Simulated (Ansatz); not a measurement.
# Te2Mo: stiffness from strained cells, part 3 of 3

How stiff is the crystal, and how unevenly? Runs: cell and atoms relaxed (PAW); reference run (PAW); ions clamped (PAW); strain amplitude 0.08 (PAW).

Ansatz 0.2.0; DFT PBEsol. Earlier steps stand in the parts before.

## 4. Ions clamped, PAW

input.yaml reads:

```yaml
crystal:
  lattice:
    - [3.49403566152, 0.0, 0.0]
    - [-1.74701783076, 3.0259236446, 0.0]
    - [0.0, 0.0, 14.00698417091]
  atoms:
    - { symbol: Te, position: [0.333333333333, 0.666666666667, 0.621114762993] }
    - { symbol: Te, position: [0.666666666667, 0.333333333333, 0.121114762993] }
    - { symbol: Te, position: [0.333333333333, 0.666666666667, 0.878885237007] }
    - { symbol: Te, position: [0.666666666667, 0.333333333333, 0.378885237007] }
    - { symbol: Mo, position: [0.333333333333, 0.666666666667, 0.25] }
    - { symbol: Mo, position: [0.666666666667, 0.333333333333, 0.75] }
kpoints:
  mp_grid: { grid: [8, 8, 2] }
scf:
  occupations: { method: fixed }
hamiltonian:
  xc: pbesol
  pseudopotentials: { kind: paw }
elastic:
  mode: clamped_ion
  stencil: two_point
  amplitude: 0.008
```

The run is started by

```
$ ansatz run input.yaml --threads 2 --pin off --max-ram 6144MiB --backend cpu --events-out ev --progress --plain --runs-dir out
```

Output:

```text
Engine: ansatz 0.2.0
Pseudopotentials: kind: paw
Pseudopotential: Te, paw, valence charge 16, recommended cutoff 420 eV (normal), Te.paw.azcp
Pseudopotential: Mo, paw, valence charge 14, recommended cutoff 420 eV (normal), Mo.paw.azcp
Functional definition: PBEsol
  exchange = pbesol_x
  correlation = pbesol_c
Crystal: 6 atoms, lattice volume = 148.091 Å³
Basis set: ecut = 420 eV, 2849 PW (Γ)
Bands: 56, of which v1, the nominal top of the filled ones, is band 46 counted from 1 (45 counted from 0)
Symmetry: 24 space group operations
Space group: P63/mmc (ITA 194), of the structure as read, at distance tolerance 5.3e-5 Å
k-points: 20 of 128
Non-local potential: Te, projectors of the file, l = 0: 2, l = 1: 2, l = 2: 2, l = 3: 2
Non-local potential: Mo, projectors of the file, l = 0: 3, l = 1: 2, l = 2: 2, l = 3: 1
PAW form: soft (Blöchl's): semilocal exchange-correlation on the pseudo side does not see the compensation charge
PAW frozen core: Te, regenerated for the run's functional, and the local potential with it (the file was generated under x = pbe(κ = 0.804, μ = 0.2195149727645171), c = pbe(β = 0.06672455060314922))
PAW frozen core: Mo, regenerated for the run's functional, and the local potential with it (the file was generated under x = pbe(κ = 0.804, μ = 0.2195149727645171), c = pbe(β = 0.06672455060314922))
PAW one-centre angular grid: Te, 590 points (default); XC on 64 Gauss nodes
PAW one-centre angular grid: Mo, 590 points (default); XC on 64 Gauss nodes
Initial density: superposition of atomic densities (neutral atoms: chi_scale 0, normalization atom), corrected by the library's trained network
Initial wavefunctions: pseudopotential atomic-orbital guess
Functional: x = pbesol(κ = 0.804, μ = 0.12345679012345678), c = pbesol(β = 0.046)
SCF iter   1: F=—  HF=-37402.713924 eV  |F-HF|=—  |Δ(HF+E_count)|=         —  Δρ=5.54e-3  dr2=3.55e-2  ethr=1.77e-3  ⟨swp⟩=5.0  Hψ=3505  notcnv=0  defer=138
preconditioner: auto → Resta (q_TF=auto, 2.520 Å⁻¹)  ε∞=6.9  [insulator: Δε(μ)=0.815 eV  Ē_g=7.560 eV  n_scr=52 (ndim 8)  ℏωp=18.3 eV  f_vac=0.021  ε∞_Penn≈6.9]
SCF iter   2: F=—  HF=-37402.714696 eV  |F-HF|=—  |Δ(HF+E_count)|=   7.72e-4  Δρ=2.89e-3  dr2=1.11e-2  ethr=3.86e-5  ⟨swp⟩=2.5  Hψ=1700  notcnv=0  defer=158
SCF iter   3: F=—  HF=-37402.715199 eV  |F-HF|=—  |Δ(HF+E_count)|=   5.03e-4  Δρ=1.71e-3  dr2=2.06e-3  ethr=1.21e-5  ⟨swp⟩=2.0  Hψ=1246  notcnv=0  defer=158
SCF iter   4: F=—  HF=-37402.715947 eV  |F-HF|=—  |Δ(HF+E_count)|=   7.48e-4  Δρ=7.60e-4  dr2=4.13e-4  ethr=2.24e-6  ⟨swp⟩=1.9  Hψ=1152  notcnv=0  defer=154
SCF iter   5: F=—  HF=-37402.716147 eV  |F-HF|=—  |Δ(HF+E_count)|=   2.00e-4  Δρ=1.69e-4  dr2=4.26e-5  ethr=4.49e-7  ⟨swp⟩=2.2  Hψ=1494  notcnv=0  defer=113
SCF iter   6: F=—  HF=-37402.716178 eV  |F-HF|=—  |Δ(HF+E_count)|=   3.13e-5  Δρ=2.63e-5  dr2=1.06e-6  ethr=4.63e-8  ⟨swp⟩=2.0  Hψ=1389  notcnv=0  defer=84
SCF iter   7: F=—  HF=-37402.716166 eV  |F-HF|=—  |Δ(HF+E_count)|=   1.25e-5  Δρ=7.41e-6  dr2=1.31e-7  ethr=1.16e-9  ⟨swp⟩=2.0  Hψ=1455  notcnv=0  defer=70
SCF iter   8: F=—  HF=-37402.716166 eV  |F-HF|=—  |Δ(HF+E_count)|=   2.91e-8  Δρ=1.14e-6  dr2=2.45e-9  ethr=1.42e-10  ⟨swp⟩=2.0  Hψ=1332  notcnv=0  defer=70
SCF iter   9: F=—  HF=-37402.716166 eV  |F-HF|=—  |Δ(HF+E_count)|=  3.06e-10  Δρ=4.22e-7  dr2=3.14e-10  ethr=2.66e-12  ⟨swp⟩=2.7  Hψ=1955  notcnv=0  defer=70
SCF iter  10: F=—  HF=-37402.716166 eV  |F-HF|=—  |Δ(HF+E_count)|=  7.28e-12  Δρ=7.80e-8  dr2=1.10e-11  ethr=3.41e-13 (applied; sched 1.00e-12)  ⟨swp⟩=2.2  Hψ=1860  notcnv=0  defer=70
[... 3 lines left out ...]
SCF 1 converged in 13 iterations: F = -37402.716166 eV  dr2 = 4.80e-14
Crystal: 6 atoms, lattice volume = 146.907 Å³
Basis set: ecut = 420 eV, 2837 PW (Γ)
Symmetry: 8 space group operations
k-points: 42 of 128
Initial density: handed on by an earlier stage of this run
Initial wavefunctions: those handed on with the density
[... 2 lines left out ...]
preconditioner: auto → Resta (q_TF=auto, 2.524 Å⁻¹)  ε∞=6.9  [insulator: Δε(μ)=0.829 eV  Ē_g=7.588 eV  n_scr=52 (ndim 8)  ℏωp=18.4 eV  f_vac=0.014  ε∞_Penn≈6.9]
[... 11 lines left out ...]
SCF 2 converged in 12 iterations: F = -37402.711114 eV  dr2 = 1.68e-14
Crystal: 6 atoms, lattice volume = 149.276 Å³
Basis set: ecut = 420 eV, 2893 PW (Γ)
[... 2 lines left out ...]
preconditioner: auto → Resta (q_TF=auto, 2.517 Å⁻¹)  ε∞=6.9  [insulator: Δε(μ)=0.798 eV  Ē_g=7.499 eV  n_scr=52 (ndim 8)  ℏωp=18.2 eV  f_vac=0.015  ε∞_Penn≈6.9]
[... 8 lines left out ...]
SCF 3 converged in 9 iterations: F = -37402.711455 eV  dr2 = 5.90e-15
[... 2 lines left out ...]
preconditioner: auto → Resta (q_TF=auto, 2.524 Å⁻¹)  ε∞=6.9  [insulator: Δε(μ)=0.784 eV  Ē_g=7.590 eV  n_scr=52 (ndim 8)  ℏωp=18.4 eV  f_vac=0.014  ε∞_Penn≈6.9]
[... 10 lines left out ...]
SCF 4 converged in 11 iterations: F = -37402.709795 eV  dr2 = 3.13e-14
Basis set: ecut = 420 eV, 2897 PW (Γ)
[... 2 lines left out ...]
preconditioner: auto → Resta (q_TF=auto, 2.517 Å⁻¹)  ε∞=6.9  [insulator: Δε(μ)=0.855 eV  Ē_g=7.497 eV  n_scr=52 (ndim 8)  ℏωp=18.2 eV  f_vac=0.016  ε∞_Penn≈6.9]
[... 8 lines left out ...]
SCF 5 converged in 9 iterations: F = -37402.710044 eV  dr2 = 2.12e-14
Crystal: 6 atoms, lattice volume = 148.089 Å³
Basis set: ecut = 420 eV, 2869 PW (Γ)
Symmetry: 4 space group operations
[... 2 lines left out ...]
eigensolver tolerance schedule calibrated: the retry pair's looser diagonalisation under-reported the residual by θ = 0.62 (0.14/decade); ethr = c·dr2/N_el runs at the constant in force after the calibration composes with the one it found (an armed cap, an earlier calibration), c = 5.0e-2
preconditioner: auto → Resta (q_TF=auto, 2.520 Å⁻¹)  ε∞=6.9  [insulator: Δε(μ)=0.818 eV  Ē_g=7.543 eV  n_scr=52 (ndim 8)  ℏωp=18.3 eV  f_vac=0.015  ε∞_Penn≈6.9]
[... 10 lines left out ...]
SCF 6 converged in 11 iterations: F = -37402.713211 eV  dr2 = 6.30e-15
iter 1 solved again at ethr=1.02e-9 eV; its pass at ethr=3.10e-3 eV (dr2=9.38e-7 eV) is discarded
SCF iter   1: F=—  HF=-37402.713148 eV  |F-HF|=—  |Δ(HF+E_count)|=         —  Δρ=1.14e-4  dr2=9.35e-7  ethr=1.02e-9  ⟨swp⟩=2.2  Hψ=8321  notcnv=0  defer=119
preconditioner: auto → Resta (q_TF=auto, 2.520 Å⁻¹)  ε∞=6.9  [insulator: Δε(μ)=0.819 eV  Ē_g=7.543 eV  n_scr=52 (ndim 8)  ℏωp=18.3 eV  f_vac=0.015  ε∞_Penn≈6.9]
SCF iter   2: F=—  HF=-37402.713195 eV  |F-HF|=—  |Δ(HF+E_count)|=   4.64e-5  Δρ=5.77e-5  dr2=2.33e-7  ethr=1.02e-9  ⟨swp⟩=2.0  Hψ=2590  notcnv=0  defer=119
SCF iter   3: F=—  HF=-37402.713208 eV  |F-HF|=—  |Δ(HF+E_count)|=   1.28e-5  Δρ=2.58e-5  dr2=7.57e-8  ethr=2.53e-10  ⟨swp⟩=2.0  Hψ=2595  notcnv=0  defer=119
SCF iter   4: F=—  HF=-37402.713211 eV  |F-HF|=—  |Δ(HF+E_count)|=   3.12e-6  Δρ=7.60e-7  dr2=8.54e-10  ethr=8.23e-11  ⟨swp⟩=2.0  Hψ=2574  notcnv=0  defer=119
SCF iter   5: F=—  HF=-37402.713211 eV  |F-HF|=—  |Δ(HF+E_count)|=  3.35e-10  Δρ=3.37e-7  dr2=1.16e-10  ethr=9.28e-13 (applied; sched 1.00e-12)  ⟨swp⟩=2.0  Hψ=3047  notcnv=0  defer=119
SCF iter   6: F=—  HF=-37402.713211 eV  |F-HF|=—  |Δ(HF+E_count)|=  2.91e-10  Δρ=4.50e-8  dr2=4.27e-12  ethr=1.26e-13 (applied; sched 1.00e-12)  ⟨swp⟩=2.2  Hψ=3210  notcnv=0  defer=119
SCF iter   7: F=—  HF=-37402.713211 eV  |F-HF|=—  |Δ(HF+E_count)|=  7.28e-12  Δρ=1.33e-8  dr2=1.11e-12  ethr=4.64e-15 (applied; sched 1.00e-12)  ⟨swp⟩=2.0  Hψ=3028  notcnv=0  defer=119
SCF iter   8: F=—  HF=-37402.713211 eV  |F-HF|=—  |Δ(HF+E_count)|=  7.28e-12  Δρ=6.62e-9  dr2=4.68e-13  ethr=1.20e-15 (applied; sched 1.00e-12)  ⟨swp⟩=2.0  Hψ=2615  notcnv=0  defer=119
SCF iter   9: F=-37402.713211 eV  HF=-37402.713211 eV  |F-HF|=0.00e0  |Δ(HF+E_count)|=  7.28e-12  Δρ=2.23e-9  dr2=2.22e-14  ethr=1.00e-12  ⟨swp⟩=3.1  Hψ=7340  notcnv=0
SCF 7 converged in 9 iterations: F = -37402.713211 eV  dr2 = 2.22e-14
SCF converged after 13 iterations
Free energy (F): -37402.716166 eV
Harris-Foulkes:  -37402.716166 eV  (|F-HF|=1.46e-11)
Internal energy: -37402.716166 eV  (E = F + TS)
E sigma→0 (E₀):  -37402.716166 eV
Fermi energy:    12.482067 eV
--- Per-component energies (eV) ---
  E_band       = -1136.624822
  E_kinetic    = 1611.970448
  E_local      = -7380.119999  (includes V_loc(G=0)·N_el)
  E_nonlocal   = -939.183498
  E_hartree    = 4131.112169
  E_xc         = -861.025555
  E_vxc        = -877.311267  (∫ρ·V_xc dr)
  E_paw        = -24628.686508  (= ΣΔE_a)
  E_vpaw       = -1814.204208  (= ΣTr[D̂ρ^β])
  E_aug_tail   = -0.000627  (compensation charges beyond the density's cutoff)
  E_ewald      = -9338.700454
  E_core_change = 1.917859  (= ΣΔE_core)
  E_smearing   = -0.000000  (= −TS)
  E_closure    = -0.000000  (closes the sum)
  Σ components = -37402.716166   (vs F -37402.716166, Δ=0.00e0)
--- Forces (eV/Å), atoms counted from 1 ---
  atom   1  Te    -0.00000000    -0.00000000     0.00083900
  atom   2  Te     0.00000000     0.00000000     0.00083900
  atom   3  Te    -0.00000000    -0.00000000    -0.00083900
  atom   4  Te     0.00000000     0.00000000    -0.00083900
  atom   5  Mo     0.00000000    -0.00000000     0.00000000
  atom   6  Mo     0.00000000     0.00000000     0.00000000
  max |Σ_I F_I| component: 2.31e-18 eV/Å
--- Stress (GPa, compression-positive) ---
        0.008404       0.000000       0.000000
        0.000000       0.008404       0.000000
        0.000000       0.000000       0.003836
  P = ⅓ Tr σ = 0.0069 GPa (0.069 kbar)
--- Band table (eV; the first three rows and the last of 20) ---
  k-point 0: bands = ["-48.1851", "-48.1851", "-24.1107", "-24.1107", "-24.1103", "-24.1103", "-24.0983", "-24.0983", "-24.0981", "-24.0981", "-24.0447", "-24.0447", "-24.0431", "-24.0431", "-24.0336", "-24.0336", "-24.0322", "-24.0322", "-24.0243", "-24.0228", "-24.0152", "-24.0137", "-22.3908", "-22.3907", "-22.2173", "-22.2173", "-22.2173", "-22.2173", "-0.6167", "-0.2975", "0.2431", "0.7433", "6.5530", "7.8504", "9.3222", "10.7093", "10.7093", "10.7237", "10.7237", "11.3926", "11.5027", "11.5027", "11.5358", "11.5358", "12.1259", "12.4821", "15.5153", "15.5153", "15.6456", "15.6456", "15.7469", "15.7469", "15.9970", "15.9970", "18.2473", "18.7622"]
  k-point 1: bands = ["-48.1851", "-48.1851", "-24.1105", "-24.1105", "-24.1105", "-24.1105", "-24.0982", "-24.0982", "-24.0982", "-24.0982", "-24.0439", "-24.0439", "-24.0439", "-24.0439", "-24.0328", "-24.0328", "-24.0328", "-24.0328", "-24.0236", "-24.0236", "-24.0144", "-24.0144", "-22.3908", "-22.3908", "-22.2173", "-22.2173", "-22.2173", "-22.2173", "-0.4941", "-0.4941", "0.5268", "0.5268", "7.0511", "7.0511", "10.4033", "10.4033", "10.7164", "10.7164", "10.7164", "10.7164", "11.5194", "11.5194", "11.5194", "11.5194", "12.3911", "12.3911", "15.5532", "15.5532", "15.5532", "15.5532", "15.8986", "15.8986", "15.8986", "15.8986", "18.6023", "18.6023"]
  k-point 2: bands = ["-48.1836", "-48.1836", "-24.1091", "-24.1087", "-24.1070", "-24.1066", "-24.1011", "-24.1009", "-24.0950", "-24.0947", "-24.0460", "-24.0454", "-24.0444", "-24.0442", "-24.0381", "-24.0367", "-24.0340", "-24.0325", "-24.0226", "-24.0214", "-24.0133", "-24.0119", "-22.3795", "-22.3794", "-22.2399", "-22.2399", "-22.2214", "-22.2214", "-0.3908", "-0.0749", "0.4104", "0.8900", "6.8014", "8.0846", "9.2175", "10.2156", "10.2572", "10.7737", "10.8870", "10.9152", "11.2150", "11.2631", "11.4370", "11.4531", "12.2570", "12.3805", "14.8225", "14.9013", "14.9164", "14.9618", "15.2571", "15.5774", "15.6113", "15.8753", "18.8801", "19.5459"]
  k-point 19: bands = ["-48.1737", "-48.1737", "-24.1177", "-24.1177", "-24.0927", "-24.0927", "-24.0862", "-24.0862", "-24.0835", "-24.0835", "-24.0629", "-24.0629", "-24.0524", "-24.0524", "-24.0398", "-24.0398", "-24.0386", "-24.0386", "-24.0156", "-24.0156", "-24.0006", "-24.0006", "-22.3477", "-22.3477", "-22.3071", "-22.3071", "-22.2866", "-22.2866", "1.9256", "1.9256", "2.1380", "2.1380", "7.4575", "7.4575", "7.6893", "7.6893", "8.7869", "8.7869", "9.0610", "9.0610", "9.7934", "9.7934", "10.5486", "10.5486", "12.2263", "12.2263", "13.6653", "13.6653", "14.2305", "14.2305", "14.7811", "14.7811", "16.1537", "16.1537", "17.5219", "17.5219"]
--- Elastic constants: 3 strain directions × 2 members + reference (group order 24) ---
  dense FFT box of the reference and of every strained cell: 24×24×96
  strains applied: 11, 33, 23; error gains: componentwise 1.00 (the most a stress slope's error grows in a printed constant), spectral 1.41 (1 for all six strains in a standard setting)
  C = ∂σ_k/∂η_j (tension-positive GPa; Voigt order 11 22 33 23 13 12):
       164.937     48.310     76.474      0.000      0.000     -0.000
        48.310    164.937     76.474      0.000      0.000     -0.000
        76.455     76.455    211.043      0.000      0.000     -0.000
         0.000      0.000      0.000     99.869      0.000      0.000
         0.000      0.000      0.000      0.000     99.869      0.000
        -0.000      0.000     -0.000      0.000      0.000     58.314
  reference stress σ⁰ (GPa):     -0.008     -0.008     -0.004     -0.000     -0.000     -0.000
  C* (energy form; C + prestress term) asymmetry max|C*_kj − C*_jk| = 1.486e-2 GPa — a small one proves nothing (zero by symmetry where the batch's group is 432, −43m or m−3m); a large one is finite-difference/SCF noise where every solve meets its electron count
  moduli (Voigt/Reuss/Hill, GPa): K = 104.82/101.10/102.96   G = 74.26/68.30/71.28   E = 173.74   ν = 0.219
  mechanically stable: yes (min eigenvalue of sym C = 58.31 GPa)
  strain η (Voigt 11):  stress-route row diagonal C_11 = 164.94 GPa, energy-path curvature d²(F+E_count+ΔE)/dδ²/Ω₀ = 164.90 GPa
         δ    σ_11 (GPa)             F (eV)   n_scf  n_hpsi   n_pw
    -8.000e-3      -1.3726      -37402.7111139      12   54200   2896
     8.000e-3       1.2664      -37402.7114549       9   39843   2940
  strain η (Voigt 33):  stress-route row diagonal C_33 = 211.04 GPa, energy-path curvature d²(F+E_count+ΔE)/dδ²/Ω₀ = 211.01 GPa
         δ    σ_33 (GPa)             F (eV)   n_scf  n_hpsi   n_pw
    -8.000e-3      -1.7291      -37402.7097954      11   22894   2892
     8.000e-3       1.6476      -37402.7100436       9   17696   2944
  strain η (Voigt 23):  stress-route row diagonal C_44 = 99.87 GPa, energy-path curvature d²(F+E_count+ΔE)/dδ²/Ω₀ = 99.88 GPa
         δ    σ_23 (GPa)             F (eV)   n_scf  n_hpsi   n_pw
    -8.000e-3      -0.7990      -37402.7132107      11   45717   2916
     8.000e-3       0.7990      -37402.7132107       9   36076   2916
```

It took 27 s on 2 threads of Intel Xeon 6975P-C (Granite Rapids), shared host; peak memory 0.66 GiB.

C in GPa (Voigt order xx, yy, zz, yz, xz, xy):

```
164.9  48.3  76.5   0.0   0.0   0.0
 48.3 164.9  76.5   0.0   0.0   0.0
 76.5  76.5 211.0   0.0   0.0   0.0
  0.0   0.0   0.0  99.9   0.0   0.0
  0.0   0.0   0.0   0.0  99.9   0.0
  0.0   0.0   0.0   0.0   0.0  58.3
```

## 5. Strain amplitude 0.08, PAW

Changes to input.yaml since step 4:

```diff
@@ -20,4 +20,4 @@
 elastic:
-  mode: clamped_ion
+  mode: relaxed_ion
   stencil: two_point
-  amplitude: 0.008
+  amplitude: 0.08
```

The run is started by

```
$ ansatz run input.yaml --threads 2 --pin off --max-ram 6144MiB --backend cpu --events-out ev --progress --plain --runs-dir out
```

Output, shortened:

```text
[...]
[... 4 set-up lines as earlier in the session ...]
[...]
Crystal: 6 atoms, lattice volume = 148.091 Å³
Basis set: ecut = 420 eV, 2849 PW (Γ), exchange–correlation on 54×54×216 points (8 copies of the dense FFT grid, shifted against one another)
[...]
  strain η (Voigt 23):  stress-route row diagonal C_44 = 8.32 GPa, energy-path curvature d²(F+E_count+ΔE)/dδ²/Ω₀ = 15.99 GPa
         δ    σ_23 (GPa)             F (eV)   n_scf  n_hpsi   n_pw
    -8.000e-2      -0.6654      -37402.6688579       3   19306   2914   relax 10 steps, max|allowed force component| 2.18e-5 eV/Å
     8.000e-2       0.6654      -37402.6688579       3   19333   2914   relax 10 steps, max|allowed force component| 2.18e-5 eV/Å
```

It took 3.4 min on 2 threads of Intel Xeon 6975P-C (Granite Rapids), shared host; peak memory 0.74 GiB.

No table is drawn from this run.

## 6. Side by side

```
              run    C11   C12   C13    C33   C44      K     G      E  Poisson ratio
ions relaxed, PAW  131.8  30.5   9.9   37.3  21.1   37.1  31.5   73.7          0.169
ions clamped, PAW  164.9  48.3  76.5  211.0  99.9  103.0  71.3  173.7          0.219
```

Constants and moduli in GPa; K, G and E are Hill averages.

## 7. What came out

This closing draws on all 3 parts.

```
                           quantity           value
                          C11 (PAW)         132 GPa
                          C12 (PAW)          30 GPa
                          C13 (PAW)          10 GPa
                          C33 (PAW)          37 GPa
                          C44 (PAW)          21 GPa
    bulk, shear and Young's modulus  37, 32, 74 GPa
Debye temperature from sound speeds           214 K
         universal anisotropy index            1.86
```

What this shows: All eigenvalues are positive, so the crystal is mechanically stable; by PAW K = 37 and G = 32 GPa, K/G = 1.18, on the brittle side of Pugh's rough line at 1.75, which was drawn for metals. Young's modulus runs from 36 to 123 GPa with direction. Letting the ions relax lowers C33 most, from 211 to 37 GPa. Cautions: frozen-core PAW files fitted under PBE, their cores solved anew for the functional of the run; no dispersion correction, so the spacing and stiffness between layers or molecules are poor.
